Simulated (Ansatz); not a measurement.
All numbers below come from DFT PBE, scalar-relativistic, plane waves, PAW in Ansatz. Settings: cutoff 420 eV, Γ-centred meshes spaced at most about 0.3 Å⁻¹, and about 0.25 Å⁻¹ or finer for metals (2π included), Gaussian smearing. No spin polarisation.

Temperature and zero-point effects are left out.

**Question.** Order these relaxed structures of LiH by energy, lowest first, with the energy over the lowest of them.
1. Space group P2/m (No. 10), monoclinic, a = 2.752 Å, b = 2.808 Å, c = 5.137 Å, β = 102.6°. Around Li on its first site lie 4 H at 1.87–1.93 Å; Li on its second site is surrounded by 4 H at 1.94 Å; H is surrounded by 4 Li at 1.87–1.94 Å.
2. Space group P4_2/mmc (No. 131), tetragonal, a = 2.834 Å, c = 5.136 Å. Around Li lie 4 H at 1.91 Å; H has 4 Li at 1.91 Å.
3. Space group P4/mmm (No. 123), tetragonal, a = 2.691 Å, c = 4.360 Å. Li is surrounded by 4 H at 1.90 Å; H is surrounded by 4 Li at 1.90 Å.

**Answer.** 3 (0 meV/atom), 1 (12 meV/atom), 2 (28 meV/atom). Counting H atoms around Li (those within 1.25 times the shortest such distance or 1.15 times the sum of covalent radii, 1.27 where that leaves under three): cell 3 has Li 4; cell 1 has Li 4; cell 2 has Li 4. All come from invented guesses. The lowest form computed isn't among them: it has the rock salt type, space group Fm-3m (No. 225), 8.0 Å³/atom, is reached from a cell as deposited in COD and lies 175 meV/atom below the best shown.

For metals, differences of a few meV/atom aren't resolved. No dispersion correction is applied, so the spacing and binding between layers, chains or molecules are poorly described (P4/mmm), and this can change margins and order among such cells. With hydrogen, zero-point motion can shift such differences by 10 meV/atom or more. Cells relaxed within their symmetry can be saddle points. Some types were kept out of the candidates beforehand, so the set may lack a known form.
